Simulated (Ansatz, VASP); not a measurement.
One calculation of Cd, two programs

```
Cd
1.0
     0.00000    2.25089    2.25089
     2.25089    0.00000    2.25089
     2.25089    2.25089    0.00000
Cd
1
Direct
  0.00000 0.00000 0.00000
```

Alike in both runs: functional PBE; k mesh 15 × 15 × 15; occupations fermi-dirac, width 0.05 eV; no spin polarisation.

Ansatz relaxed the structure, and its values are those at the end. VASP's run is a single point on that final structure, the one shown.

```csv
,VASP,Ansatz
version,VASP 6.6.1,Ansatz 0.2.0
potentials or method,"VASP PAW PBE potentials, release 64 (Cd)","PAW with Ansatz's default frozen-core files, scalar-relativistic"
plane-wave cutoff (eV),520,420
valence electrons in the cell,12,20
```

```csv
,VASP,Ansatz,Ansatz less VASP
pressure (GPa),0.2,0.0,-0.24
```

The two sets of potentials don't hold the same shells in valence.
